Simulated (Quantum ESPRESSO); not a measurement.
TaN:

```
Ta N
1.0
     0.00000    2.21132    2.21132
     2.21132    0.00000    2.21132
     2.21132    2.21132    0.00000
Ta N
1 1
Direct
  0.50000 0.50000 0.50000
  0.00000 0.00000 0.00000
```

The cell comes from a database or a generator and needn't be the stable form of this composition.

Program: Quantum ESPRESSO 7.5. Alike in all runs: task band structure; potentials or basis SG15 PBE 1.2; no spin polarisation; cell as given; cutoff (eV) 1197; smearing fermi-dirac 0.05 eV.

Question: Order these runs on this cell by their pressure, lowest first.
A. level RPBE; k mesh 10 × 10 × 10; SCF threshold 4e-10 Ry
B. level r2SCAN; k mesh 8 × 8 × 8; SCF threshold 1e-08 Ry; symmetry off
C. level SCAN; k mesh 8 × 8 × 8; SCF threshold 1e-08 Ry; symmetry off
D. level AM05; k mesh 10 × 10 × 10; SCF threshold 4e-10 Ry
E. level LDA; k mesh 10 × 10 × 10; form of the LDA correlation PZ81; SCF threshold 4e-10 Ry

Answer: E (-22.1 GPa), C (-17.5 GPa), B (-15.9 GPa), D (-12.6 GPa), A (6.5 GPa).

Caveats: the potentials were made for another functional, which shifts forces and pressure.

Runs at the PBE level aren't shown here.
